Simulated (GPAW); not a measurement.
Crystal: CsBr.

```
CELL_PARAMETERS angstrom
4.32562 0.00000 0.00000
0.00000 4.32562 0.00000
0.00000 0.00000 4.32562
ATOMIC_POSITIONS crystal
Cs 0.00000 0.00000 0.00000
Br 0.50000 0.50000 0.50000
```

The cell comes from a database or a generator and needn't be the stable form of this composition.

| Quantity | Value |
| --- | --- |
| Program | GPAW 26.7.0 |
| Task | single point |
| Functional | PBEsol |
| Potentials or basis | PAW data sets generated in the run's folder for this functional |
| Cutoff | 600 eV |
| Basis | pw |
| k mesh | 6 × 6 × 6 |
| Occupations | fermi-dirac, width 0.05 eV |
| Spin | no spin polarisation |

On this cell: pressure -0.7 GPa; largest force zero by symmetry; band gap on the k mesh 4.23 eV, indirect (least direct gap 4.24 eV).

The same run follows on a disturbed copy (atoms moved at random, drawn with an rms of 0.05 Å):

```xyz
2
Lattice="4.3256 0.0000 0.0000 0.0000 4.3256 0.0000 0.0000 0.0000 4.3256" Properties=species:S:1:pos:R:3 pbc="T T T"
Cs    0.0586   -0.0119    0.0051
Br    2.1945    2.1619    2.1507
```

Question: What changes?

Answer: The energy moves by +0.2 meV/atom; pressure -0.7 GPa; largest force 0.020 eV/Å; band gap on the k mesh 4.23 eV, indirect (least direct gap 4.24 eV).

Forces on the atoms (eV/Å):
```
Cs  -0.016  0.007 -0.010
Br   0.016 -0.007  0.010
```

Caveats: spin-orbit coupling is left out, which moves the levels of the heavy elements.

